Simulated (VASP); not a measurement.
# Hf (Im-3m) in VASP: further runs

The runs below take Hf through relaxation of cell and atoms, with LDA.

Everything below comes from runs of VASP 6.6.1. Logs are shortened: lines on timing, memory, paths and dates and some standing lists are left out, and cuts for length are marked.

## Step 1: The crystal as given

It takes space group Im-3m (No. 229, cubic). The conventional cell has a = 3.230 Å, b = 3.230 Å, c = 3.230 Å, α = 90.00°, β = 90.00°, γ = 90.00°. Around Hf (site symmetry m-3m) lie 8 Hf at 2.80 Å.

This isn't the form of Hf at room conditions, which is hcp.

## Step 2: Relaxation of cell and atoms, LDA, target pressure 30 GPa, at which the enthalpy is minimised

INCAR reads:

```
  ALGO = Normal
  EDIFF = 1E-7
  EDIFFG = -0.002
  ENCUT = 520
  GGA = CA
  IBRION = 2
  ISIF = 3
  ISMEAR = 0
  LASPH = True
  LCHARG = False
  LREAL = False
  LWAVE = False
  NELM = 80
  NSW = 80
  PREC = Accurate
  PSTRESS = 300.0
  SIGMA = 0.1
```

KPOINTS reads:

```
k-points
0
Gamma
  16 16 16
```

POSCAR reads:

```
Hf                                      
1.0
   -1.6147832552      1.6147832552      1.6147832552
    1.6147832552     -1.6147832552      1.6147832552
    1.6147832552      1.6147832552     -1.6147832552
  Hf            
     1
Direct
     0.0000000000000000    1.0000000000000000    0.0000000000000000
```

Potentials or basis: VASP PAW LDA potentials, release 64 (Hf_pv).

On the command line:

```console
> cat potpaw_LDA.64/Hf_pv/POTCAR > POTCAR
> mpirun -np 1 vasp_std > vasp.out
```

OUTCAR:

```text
EDIFF = 1E-7
   EDIFFG = -0.002
   ENCUT = 520
   GGA = CA
   IBRION = 2
   ISIF = 3
   ISMEAR = 0
   LASPH = True
   LREAL = False
   NELM = 80
   NSW = 80
   PREC = Accurate
   PSTRESS = 300.0

 ion  position               nearest neighbor table
   1  0.000  0.000  0.000-

  LATTYP: Found a body centered cubic cell.
 ALAT       =     3.2295665104

  Lattice vectors:

 A1 = (  -1.6147832552,   1.6147832552,   1.6147832552)
 A2 = (   1.6147832552,  -1.6147832552,   1.6147832552)
 A3 = (   1.6147832552,   1.6147832552,  -1.6147832552)

Analysis of symmetry for initial positions (statically):
=====================================================================
 Subroutine PRICEL returns:
 Original cell was already a primitive cell.

 Routine SETGRP: Setting up the symmetry group for a
 body centered cubic supercell.

 Subroutine GETGRP returns: Found 48 space group operations
 (whereof 48 operations were pure point group operations)
 out of a pool of 48 trial point group operations.

The static configuration has the point symmetry O_h .

Analysis of symmetry for dynamics (positions and initial velocities):
=====================================================================
 Subroutine PRICEL returns:
 Original cell was already a primitive cell.

 Routine SETGRP: Setting up the symmetry group for a
 body centered cubic supercell.

 Subroutine GETGRP returns: Found 48 space group operations
 (whereof 48 operations were pure point group operations)
 out of a pool of 48 trial point group operations.

The dynamic configuration has the point symmetry O_h .

 Subroutine INISYM returns: Found 48 space group operations
 (whereof 48 operations are pure point group operations),
 and found     1 'primitive' translations

----------------------------------------------------------------------------------------

                                     Primitive cell

  volume of cell :      16.8424

  direct lattice vectors                    reciprocal lattice vectors
    -1.614783255  1.614783255  1.614783255     0.000000000  0.309639079  0.309639079
     1.614783255 -1.614783255  1.614783255     0.309639079  0.000000000  0.309639079
     1.614783255  1.614783255 -1.614783255     0.309639079  0.309639079  0.000000000

  length of vectors
     2.796886641  2.796886641  2.796886641     0.437895785  0.437895785  0.437895785

  position of ions in fractional coordinates (direct lattice)
     0.000000000  0.000000000  0.000000000

  ion indices of the primitive-cell ions
   primitive index   ion index
                 1           1

----------------------------------------------------------------------------------------

 KPOINTS: k-points

Automatic generation of k-mesh.
 Grid dimensions read from file:
 generate k-points for:   16   16   16

 Generating k-lattice:

  Cartesian coordinates                     Fractional coordinates (reciprocal lattice)
     0.000000000  0.019352442  0.019352442     0.062500000  0.000000000  0.000000000
     0.019352442  0.000000000  0.019352442     0.000000000  0.062500000  0.000000000
     0.019352442  0.019352442  0.000000000     0.000000000  0.000000000  0.062500000

  Length of vectors
     0.027368487  0.027368487  0.027368487

  Shift w.r.t. Gamma in fractional coordinates (k-lattice)
     0.000000000  0.000000000  0.000000000

 Subroutine IBZKPT returns following result:
 ===========================================

 Found    145 irreducible k-points:

 Following reciprocal coordinates:
            Coordinates               Weight
  0.000000  0.000000  0.000000      1.000000
  0.062500  0.000000  0.000000     12.000000
  0.125000  0.000000  0.000000     12.000000
  0.187500  0.000000  0.000000     12.000000
  0.250000  0.000000  0.000000     12.000000
  0.312500  0.000000  0.000000     12.000000
[... 16 lines left out ...]
  0.187500  0.187500  0.000000     24.000000
  0.250000  0.187500  0.000000     48.000000
 [... further k-points ...]
   k-points           NKPTS =    145   k-points in BZ     NKDIM =    145   number of bands    NBANDS=      9
   number of dos      NEDOS =    301   number of ions     NIONS =      1
   total plane-waves  NPLWV =  13824
   dimension x,y,z NGX =    24 NGY =   24 NGZ =   24
   dimension x,y,z NGXF=    48 NGYF=   48 NGZF=   48
   ions per type =               1
   NGX,Y,Z   is equivalent  to a cutoff of  14.27, 14.27, 14.27 a.u.
   NGXF,Y,Z  is equivalent  to a cutoff of  28.53, 28.53, 28.53 a.u.
 SYSTEM =  unknown system
   PREC   = accura    normal or accurate (medium, high low for compatibility)
   ISTART =      0    job   : 0-new  1-cont  2-samecut
   ICHARG =      2    charge: 1-file 2-atom 10-const
   ISPIN  =      1    spin polarized calculation?
   LNONCOLLINEAR =      F non collinear calculations
   LSORBIT =      F    spin-orbit coupling
   LASPH  =      T    aspherical Exc in radial PAW
   ENCUT  =  520.0 eV  38.22 Ry    6.18 a.u.   5.20  5.20  5.20*2*pi/ulx,y,z
   NELM   =     80;   NELMIN=  2; NELMDL= -5     # of ELM steps
   EDIFF  = 0.1E-06   stopping-criterion for ELM
   LREAL  =      F    real-space projection
   EDIFFG = -.2E-02   stopping-criterion for IOM
   NSW    =     80    number of steps for IOM
   IBRION =      2    ionic relax: 0-MD 1-quasi-New 2-CG
   NFREE  =      1    steps in history (QN), initial steepest desc. (CG)
   ISIF   =      3    stress and relaxation
   ISYM   =      2    0-nonsym 1-usesym 2-fastsym
   POTIM  = 0.5000    time-step for ionic-motion
   TEBEG  =    0.0;   TEEND  =   0.0 temperature during run
   PSTRESS=  300.0 pullay stress
   NELECT =      10.0000    total number of electrons
   NUPDOWN=      -1.0000    fix difference up-down
   EMIN   =  10.00;   EMAX   =-10.00  energy-range for DOS
   EFERMI =   0.00;   METHOD = LEGACY
   ISMEAR =     0;   SIGMA  =   0.10  broadening in eV -4-tet -1-fermi 0-gaus
   EFERMI_NEDOS =   21; number of points for ismear=-14 and -15
   IALGO  =     38    algorithm
   IMIX   =      4    mixing-type and parameters
     AMIX     =   0.40;   BMIX     =  1.00
     AMIX_MAG =   1.60;   BMIX_MAG =  1.00
  volume/ion in A,a.u.               =      16.84       113.66
  Fermi-wavevector in a.u.,A,eV,Ry     =   1.375965  2.600196 25.759619  1.893279
  Thomas-Fermi vector in A             =   2.501252
   LORBIT       =      0    0 simple, 1 ext, 2 COOP (PROOUT), +10 PAW based schemes
   GGA     = CA    functional components
   LHFCALC =     F    Hartree Fock is set to
   AEXX    =    0.0000 exact exchange contribution
   IVDW    =     0    specifies the selected vdW correction
   LEPSILON=     F    determine dielectric tensor
   LRPA    =     F    only Hartree local field effects (RPA)
 conjugate gradient relaxation of ions
 non-spin polarized calculation
 Gauss-broadening in eV      SIGMA  =   0.10
  energy-cutoff  :      520.00
  volume of cell :       16.84
 maximum number of plane-waves:       466
 NGX is ok and might be reduce to    24
   NGX = 11   NGY = 11   NGZ = 11

 number of electron      10.0000000 magnetization

 number of electron       9.9999999 magnetization

 Free energy of the ion-electron system (eV)
  ---------------------------------------------------
  ext. energy  EPLUGINS =         0.00000000
  ---------------------------------------------------
  free energy    TOTEN  =       -10.25857626 eV

  energy without entropy =      -10.25283670  energy(sigma->0) =      -10.25570648

 E-fermi :   6.5707     XC(G=0): -12.8225

 val. band max:        6.5659728893   @ k =   0.2500   0.0000   0.0000
 cond. band min:       6.5948842434   @ k =   0.2500   0.1250   0.0625
 fundamental gap:      0.0289113542
 Fermi energy:         6.5707360576

 k-point     1 :       0.0000    0.0000    0.0000
  band No.  band energies     occupation
      1     -21.9817      2.00000
      2     -21.9817      2.00000
      3     -21.9817      2.00000
      4      -1.1467      2.00000
      5       8.1868      0.00000
      6       8.1868      0.00000
      7       8.1868      0.00000
      8      11.8897      0.00000
      9      11.8897      0.00000

 k-point     2 :       0.0625    0.0000    0.0000
  band No.  band energies     occupation
      1     -22.0710      2.00000
      2     -22.0070      2.00000
      3     -21.9826      2.00000
      4      -0.9363      2.00000
      5       8.0371      0.00000
      6       8.1360      0.00000
      7       8.3922      0.00000
      8      11.6223      0.00000
      9      11.8802      0.00000

 k-point     3 :       0.1250    0.0000    0.0000
  band No.  band energies     occupation
      1     -22.3188      2.00000
      2     -22.0786      2.00000
      3     -21.9855      2.00000
      4      -0.3433      2.00000
      5       7.6406      0.00000
      6       7.9163      0.00000
      7       9.0003      0.00000
      8      11.1722      0.00000
      9      11.8744      0.00000

 k-point     4 :       0.1875    0.0000    0.0000
  band No.  band energies     occupation
      1     -22.6735      2.00000
      2     -22.1839      2.00000
      3     -21.9898      2.00000
      4       0.5138      2.00000
      5       7.1131      0.00000
      6       7.4868      0.00000
      7       9.9873      0.00000
      8      11.0354      0.00000
      9      11.9237      0.00000
[... 205 lines left out ...]
 k-point    22 :       0.4375    0.1250    0.0000
  band No.  band energies     occupation
      1     -23.9196      2.00000
      2     -22.7247      2.00000
      3     -22.1168      2.00000
      4       2.8128      2.00000
      5       5.5222      2.00000
      6       8.4808      0.00000
      7      11.6218      0.00000
      8      13.5945      0.00000
      9      17.6105      0.00000

 k-point    23 :       0.1875    0.1875    0.0000
  band No.  band energies     occupation
      1     -23.3983      2.00000
      2     -22.4769      2.00000
      3     -22.1359      2.00000
      4       2.7557      2.00000
      5       6.0101      2.00000
      6       6.5573      1.15103
      7      10.8043      0.00000
      8      13.0446      0.00000
      9      13.6529      0.00000

 k-point    24 :       0.2500    0.1875    0.0000
  band No.  band energies     occupation
      1     -23.5938      2.00000
      2     -22.6474      2.00000
      3     -22.1638      2.00000
      4       3.3270      2.00000
      5       5.7438      2.00000
      6       6.6917      0.08718
      7      11.1500      0.00000
      8      13.1636      0.00000
      9      15.3470      0.00000

 [... further k-points ...]
[... 5 lines left out ...]
  --------------------------------------------------------------------------------------
  -------------------------------------------------------------------------------------
  Total        3.1537614      3.1537614      3.1537614     -0.0000000     -0.0000000      0.0000000
  in kB      300.0106770    300.0106770    300.0106770     -0.0000000     -0.0000000      0.0000000
  external PRESSURE =       0.0106770 kB  Pullay stress =     300.0000000 kB

 VOLUME and BASIS-vectors are now :
 -----------------------------------------------------------------------------
  energy-cutoff  :      520.00
  volume of cell :       16.84
      direct lattice vectors                 reciprocal lattice vectors
    -1.614783255  1.614783255  1.614783255     0.000000000  0.309639079  0.309639079
     1.614783255 -1.614783255  1.614783255     0.309639079  0.000000000  0.309639079
     1.614783255  1.614783255 -1.614783255     0.309639079  0.309639079  0.000000000

 POSITION                                       TOTAL-FORCE (eV/Angst)
 -----------------------------------------------------------------------------------
      0.00000      0.00000      0.00000         0.000000     -0.000000     -0.000000
 -----------------------------------------------------------------------------------
    total drift:                                0.000000      0.000000      0.000000

  FREE ENERGIE OF THE ION-ELECTRON SYSTEM (eV)
  ---------------------------------------------------
  free  energy   TOTEN  =       -10.2585762639 eV

  energy  without entropy=      -10.2528366982  energy(sigma->0) =      -10.25570648

  enthalpy is  TOTEN    =        -7.1049271145 eV   P V=        3.1536491494

 reached required accuracy - stopping structural energy minimisation
```

It took 6.4 s on 1 thread of Intel Xeon 6975P-C (Granite Rapids), shared host; peak memory 0.14 GiB.

Results:

| Quantity | Value |
| --- | --- |
| Free energy | -10.2586 eV |
| Pressure after relaxing | 30.0 GPa |
| Band gap on the k mesh | none (metal or under the smearing width) |

Final structure:
```yaml
crystal:
  lattice:
    - [-1.61478, 1.61478, 1.61478]
    - [1.61478, -1.61478, 1.61478]
    - [1.61478, 1.61478, -1.61478]
  atoms:
    - { symbol: Hf, position: [0.00000, 0.00000, 0.00000] }
```

Caveat: the relaxation stopped at its first step, so nothing moved; the cell is relaxed towards a set pressure, so the enthalpy falls and the energy may rise. Spin-orbit coupling is left out, which matters for the levels of Hf.

## Step 3: Relaxation of cell and atoms, LDA, target pressure 75 GPa, at which the enthalpy is minimised

This run uses another cell than the first one, of 15.44 Å³/atom, 0.917 times its volume.

INCAR, as its differences from that of step 2:

```diff
@@ -15,3 +15,3 @@
   PREC = Accurate
-  PSTRESS = 300.0
+  PSTRESS = 750.0
   SIGMA = 0.1
```

KPOINTS is that of step 2.

POSCAR reads:

```
Hf                                      
1.0
   -1.5686833104      1.5686833104      1.5686833104
    1.5686833104     -1.5686833104      1.5686833104
    1.5686833104      1.5686833104     -1.5686833104
  Hf            
     1
Direct
     0.0000000000000000    0.0000000000000000    0.0000000000000000
```

Potentials or basis: VASP PAW LDA potentials, release 64 (Hf_pv).

On the command line:

```console
> cat potpaw_LDA.64/Hf_pv/POTCAR > POTCAR
> mpirun -np 1 vasp_std > vasp.out
```

Wall time 20 s (1 thread of Intel Xeon 6975P-C (Granite Rapids), shared host); peak memory 0.14 GiB.

It converged, with:

- Free energy: -9.4504 eV
- Relaxed volume: 14.24 Å³/atom
- Relaxed cell: a = 2.645 Å, b = 2.645 Å, c = 2.645 Å, α = 109.47°, β = 109.47°, γ = 109.47°
- Space group after relaxing (to 0.05 Å): Im-3m (No. 229)
- Energy change on relaxing (the enthalpy is what falls): +462.0 meV/atom
- Ionic steps: 5
- Pressure after relaxing: 75.0 GPa
- Band gap on the k mesh: none (metal or under the smearing width)

Step by step:
| step | energy change (eV) | largest force (eV/Å) | pressure (GPa) | volume (Å³) |
| --- | --- | --- | --- | --- |
| 1 | 0.0000 | 0.0000 | 50.00 | 15.44 |
| 2 | 3.6281 | 0.0000 | 238.03 | 10.66 |
| 3 | 0.3898 | 0.0000 | 71.05 | 14.40 |
| 4 | 0.4488 | 0.0000 | 74.28 | 14.27 |
| 5 | 0.4620 | 0.0000 | 75.00 | 14.24 |

Final structure:
```
Hf
1.0
    -1.52684    1.52684    1.52684
     1.52684   -1.52684    1.52684
     1.52684    1.52684   -1.52684
Hf
1
Cartesian
  0.0000 0.0000 0.0000
```

Levels at points of the mesh, in eV from the Fermi level:
| k point | band 1 | band 2 | band 3 | band 4 | band 5 | band 6 | band 7 | band 8 | band 9 |
| --- | --- | --- | --- | --- | --- | --- | --- | --- | --- |
| (0.00, 0.00, 0.00) | -27.96 | -27.96 | -27.96 | -8.00 | 1.56 | 1.56 | 1.56 | 5.87 | 5.87 |
| (0.50, 0.00, 0.00) | -31.21 | -28.94 | -28.02 | -5.16 | -1.83 | 4.34 | 6.19 | 7.67 | 12.41 |
| (0.50, 0.50, 0.50) | -30.11 | -30.11 | -30.11 | -5.27 | -5.27 | 10.72 | 10.72 | 10.72 | 12.22 |

Caveat: the cell is relaxed towards a set pressure, so the enthalpy falls and the energy may rise. Zero-point motion and thermal expansion aren't in these numbers.

## Step 4: Relaxation of cell and atoms, LDA, target pressure 75 GPa, at which the enthalpy is minimised

This run uses another cell than the first one, of 14.24 Å³/atom, 0.845 times its volume.

INCAR is that of step 3.

KPOINTS is that of step 3.

POSCAR reads:

```
Hf                                      
1.0
   -1.5268438079      1.5268438079      1.5268438079
    1.5268438079     -1.5268438079      1.5268438079
    1.5268438079      1.5268438079     -1.5268438079
  Hf            
     1
Direct
     0.0000000000000000    0.0000000000000000    0.0000000000000000
```

On the command line:

```console
> cat potpaw_LDA.64/Hf_pv/POTCAR > POTCAR
> mpirun -np 1 vasp_std > vasp.out
```

Wall time 5.7 s (1 thread of Intel Xeon 6975P-C (Granite Rapids), shared host); peak memory 0.13 GiB.

The run converged. Its results:

| Quantity | Value |
| --- | --- |
| Free energy | -9.4501 eV |
| Pressure after relaxing | 75.0 GPa |
| Band gap on the k mesh | none (metal or under the smearing width) |

Final structure:
```
Hf
1.0
    -1.52684    1.52684    1.52684
     1.52684   -1.52684    1.52684
     1.52684    1.52684   -1.52684
Hf
1
Direct
  0.00000 0.00000 0.00000
```

Levels at points of the mesh, in eV from the Fermi level:
| k point | band 1 | band 2 | band 3 | band 4 | band 5 | band 6 | band 7 | band 8 | band 9 |
| --- | --- | --- | --- | --- | --- | --- | --- | --- | --- |
| (0.00, 0.00, 0.00) | -27.96 | -27.96 | -27.96 | -8.00 | 1.56 | 1.56 | 1.56 | 5.87 | 5.87 |
| (0.50, 0.00, 0.00) | -31.21 | -28.94 | -28.02 | -5.16 | -1.83 | 4.34 | 6.19 | 7.67 | 12.41 |
| (0.50, 0.50, 0.50) | -30.11 | -30.11 | -30.11 | -5.27 | -5.27 | 10.72 | 10.72 | 10.72 | 12.22 |

Caveat: the relaxation stopped at its first step, so nothing moved; the cell is relaxed towards a set pressure, so the enthalpy falls and the energy may rise.
